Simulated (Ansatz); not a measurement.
**Co (bcc): energy against volume**

These are results of DFT, revPBE, plane waves (420 eV) with PAW, scalar-relativistic in Ansatz 0.2.0, not measurements. The PAW files were generated under PBE, with cores re-solved for the functional.

The cell is scaled uniformly from the relaxed one, with fractional coordinates and shape fixed. Energies are extrapolated to zero smearing, pressures are those at the given smearing. Magnetic state: ferromagnetic.

A Birch-Murnaghan fit gives V₀ = 11.32 Å³/atom, B₀ = 193 GPa, B₀′ = 5.0.

Question: What are the energy above the minimum and the pressure at 10.447 Å³/atom?

Answer: 48.1 meV/atom and 19.12 GPa as computed.

Question: What are the energy above the minimum and the pressure at 12.264 Å³/atom?

Answer: 40.3 meV/atom and -12.55 GPa as computed.

Question: What are the energy above the minimum and the pressure at 12.718 Å³/atom?

Answer: 82.2 meV/atom and -16.67 GPa as computed.
